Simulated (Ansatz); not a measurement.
Runs of Ansatz 0.2.0 on HfC. Symmetry: Fm-3m, No. 225, cubic system. Conventional cell: a = 4.650 Å, b = 4.650 Å, c = 4.650 Å, α = 90.00°, β = 90.00°, γ = 90.00°. Hf (site symmetry m-3m) has 6 C at 2.33 Å as nearest neighbours. C (site symmetry m-3m) has 6 Hf at 2.33 Å as nearest neighbours. 

| task | level | cell | smearing | gap on the mesh (eV) | pressure (GPa) | relaxed volume (Å³/atom) |
| --- | --- | --- | --- | --- | --- | --- |
| relaxation of cell and atoms | PBEsol+D4 | relaxed | fermi-dirac 0.05 eV | - | 0.0 | 12.12 |
| single point | PBE | as given | gaussian 0.016 eV | none | 0.2 | - |
| relaxation of cell and atoms | RPBE+D3(BJ) | relaxed | fermi-dirac 0.05 eV | - | 0.0 | 11.25 |
| single point | PBE | as given | gaussian 0.026 eV | none | 0.2 | - |
| relaxation of cell and atoms | revPBE+D4 | relaxed | fermi-dirac 0.05 eV | - | 0.0 | 12.38 |
| single point | PBE | as given | gaussian 0.023 eV | none | 0.2 | - |
| relaxation of cell and atoms | revPBE | relaxed | fermi-dirac 0.05 eV | - | 0.0 | (a) |
| single point | PBE | as given | gaussian 0.022 eV | none | 0.2 | - |

Alike in all rows: potentials or basis Ansatz PAW; no spin polarisation; k mesh 10 × 10 × 10; cutoff (eV) 420.

Fill in the values left out.

(a) 12.74.

Caveats: the plane-wave basis is chosen anew once the cell has moved, so the energies of steps on either side of that aren't comparable (some runs); the PAW data sets come from PBE, with cores solved anew for the run's functional, which leaves a small shift of forces and pressure (some runs); the volume moved by -10 % from the deposited cell, more than functionals usually miss (some runs).

A k mesh can miss the band edges, and the runs leave out spin-orbit coupling on Hf.

A gap of «none» marks a metal or a gap under the smearing width.
